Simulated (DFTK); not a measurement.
## SiC (Moissanite) in DFTK: convergence with k mesh

SiC (Moissanite):

```
CELL_PARAMETERS angstrom
3.07600 0.00000 0.00000
-1.53800 2.66389 0.00000
0.00000 0.00000 5.04800
ATOMIC_POSITIONS crystal
Si 0.67907 0.33382 0.49862
Si 0.28642 0.68297 0.98069
C 0.64963 0.32407 0.88020
C 0.29269 0.66216 0.40017
```

The cell isn't the ideal one: atoms moved at random.

- Program: DFTK 0.8.2
- Task: convergence study
- Functional: PBE
- Potentials or basis: cp2k.nc.sr.pbe.v0_1.largecore.gth (PBE, GTH)
- Cutoff: 1170 eV
- k mesh: 2 × 2 × 1
- Occupations: fermi-dirac, width 0.1 eV
- Spin: no spin polarisation

These are the settings of the first run; the series varies k mesh, with any setting tied to it.

Hardware: 1 thread of Intel(R) Xeon(R) 6975P-C (Granite Rapids) (shared host).

```csv
k mesh,"energy less the tightest run, at zero smearing (meV/atom)",largest force (eV/Å),gap on the mesh (eV),SCF cycles
2 × 2 × 1,345.11,4.318,1.804,11
3 × 3 × 2,116.29,4.557,2.202,11
4 × 4 × 2,27.66,4.632,1.883,11
6 × 6 × 3,4.07,4.675,1.899,11
8 × 8 × 4,0.10,4.682,1.903,11
9 × 9 × 4,0.00,4.683,1.974,11
```

Against the tightest run, the energy stays within 1 meV/atom from 8 × 8 × 4 on; the largest force stays within 0.005 eV/Å from 8 × 8 × 4 on. Not settled before the last step: the gap on the mesh (to 0.01 eV). Meshes of other sizes hit other points, so gaps and Fermi surfaces needn't settle smoothly. The tightest run that finished is the yardstick and may itself not be fully converged.

Caveat, for the tightest run too: the cutoff is short for these potentials, so energies and forces aren't converged, fitted volumes are rough and the log's stress (off by 3 to 10 GPa or more in trials) isn't used; an odd mesh through Γ misses points on the zone boundary, where band edges often lie.
